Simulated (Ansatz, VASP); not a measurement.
## CO2: VASP beside Ansatz

File INCAR:

```
ALGO = Normal ; EDIFF = 1E-7
ENCUT = 520 ; GGA = PS
ISIF = 2 ; ISMEAR = -1
LASPH = True ; LCHARG = True
LELF = True ; LREAL = False
LVHAR = True ; LWAVE = False
NBANDS = 25 ; NELM = 100
PREC = Accurate ; SIGMA = 0.05
```

KPOINTS

```
k-points
0
Gamma
  8 8 4
```

Contents of POSCAR:

```
CO2
1.0
    2.6533681045     -2.4031890319      0.0000000000
    2.6533681045      2.4031890319      0.0000000000
    0.0000000000      0.0000000000      6.6307998563
O C
4 2
Direct
    0.3065085700      0.6934914300      0.6081566100
    0.6934914300      0.3065085700      0.3918433900
    0.1934914300      0.8065085700      0.1081566100
    0.8065085700      0.1934914300      0.8918433900
    0.5000000000      0.5000000000      0.5000000000
    0.0000000000      0.0000000000      0.0000000000
```

The input input.yaml:

```yaml
crystal:
  lattice:
    - [2.6533681045, -2.4031890319, 0.0]
    - [2.6533681045, 2.4031890319, 0.0]
    - [0.0, 0.0, 6.6307998563]
  atoms:
    - { symbol: O, position: [0.30650857, 0.69349143, 0.60815661] }
    - { symbol: O, position: [0.69349143, 0.30650857, 0.39184339] }
    - { symbol: O, position: [0.19349143, 0.80650857, 0.10815661] }
    - { symbol: O, position: [0.80650857, 0.19349143, 0.89184339] }
    - { symbol: C, position: [0.5, 0.5, 0.5] }
    - { symbol: C, position: [0.0, 0.0, 0.0] }
kpoints:
  mp_grid: { grid: [8, 8, 4] }
scf:
  occupations: { method: fermi_dirac, width: 0.05 }
hamiltonian:
  xc: pbesol
  pseudopotentials: { kind: all_electron, lapw: { basis_error: 0.001 } }
output:
  forces: true
  stress: true
  eigenvalues: true
```

Change from the starting cell: volume scaled by 1.02.

Alike in both runs: task single point; functional PBEsol; k mesh 8 × 8 × 4; occupations fermi-dirac, width 0.05 eV; no spin polarisation.

```csv
,VASP,Ansatz
version,VASP 6.6.1,Ansatz 0.2.0
potentials or method,"VASP PAW PBE potentials, release 64 (O, C)","all-electron LAPW, scalar-relativistic"
plane-wave cutoff (eV),520,see its input
```

```csv
,VASP,Ansatz,Ansatz less VASP
gap on the k mesh at the Fermi level (eV),6.44,6.47,+0.026
least direct gap on the mesh (eV),6.99,7.01,+0.028
pressure (GPa),0.2,-1.5,-1.68
largest component of the traceless stress (GPa),0.53,2.50,+1.974
rms of the force components (eV/Å),0.069,0.386,+0.3174
```

Atom by atom the forces differ by 0.318 eV/Å (rms over components). One of these differences is far larger than is usual between the two programs; its cause wasn't traced. Ansatz ran all-electron here, so the differences hold the error of VASP's frozen core and of both bases.

Caveats: the standard files for N, O and F lose accuracy on very short bonds (VASP); the PAW data sets were made with another functional, which shifts forces and pressure a little (VASP). A k mesh can miss the band edges.
